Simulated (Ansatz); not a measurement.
# GaSb: the cost of one run

Computed with Ansatz 0.2.0 (DFT PBE, scalar-relativistic, plane waves, PAW, unless a step's input says otherwise).

## (1) The system as given

The structure is tetragonal, space group I-4m2 (No. 119). Conventional cell: a = 5.507 Å, b = 5.507 Å, c = 3.181 Å, α = 90.00°, β = 90.00°, γ = 90.00°. Around Ga (site symmetry -4m2) lie 4 Sb at 2.87 Å and 2 Ga at 3.18 Å. Sb (site symmetry -4m2) is surrounded by 4 Ga at 2.87 Å and 2 Sb at 3.18 Å.

Structure file:

```cif
data_structure
_symmetry_space_group_name_H-M 'I-4m2'
_symmetry_Int_Tables_number 119
_cell_length_a 5.5069
_cell_length_b 5.5069
_cell_length_c 3.1814
_cell_angle_alpha 90.000
_cell_angle_beta 90.000
_cell_angle_gamma 90.000
_cell_volume 96.48
loop_
_atom_site_label
_atom_site_type_symbol
_atom_site_symmetry_multiplicity
_atom_site_Wyckoff_symbol
_atom_site_fract_x
_atom_site_fract_y
_atom_site_fract_z
_atom_site_occupancy
Ga1 Ga 2 c 0.00000 0.50000 0.25000 1
Sb1 Sb 2 a 0.00000 0.00000 0.00000 1
```

The structure comes from the Materials Project (structure only).

## (2) A distortion that keeps the symmetry

What differs from the listed cell: strain xx, yy, zz, yz, xz, xy = -1.5, -1.5, +1.5, +0.0, +0.0, +0.0 %.

input.yaml reads:

```yaml
crystal:
  lattice:
    - [-2.7114992002, 2.7114992002, 1.6142017424]
    - [2.7114992002, -2.7114992002, 1.6142017424]
    - [2.7114992002, 2.7114992002, -1.6142017424]
  atoms:
    - { symbol: Ga, position: [0.25, 0.75, 0.5] }
    - { symbol: Sb, position: [0.0, 0.0, 0.0] }
basis:
  ecutwfc: 420
kpoints:
  mp_grid: { grid: [16, 16, 16] }
hamiltonian:
  xc: pbe
scf:
  occupations: { method: gaussian, width: 0.1 }
output:
  forces: true
  stress: true
  eigenvalues: true
  populations: true
```

The run is started by

```sh
ansatz run input.yaml --threads 1 --pin off --max-ram 1331MiB --backend cpu --events-out ev --progress --plain --runs-dir out
```

**Question.** How long does this run take on 1 thread of an x86-64 CPU, shared host, and how much memory does it need?

About 63 s, with a peak of 0.6 GiB.
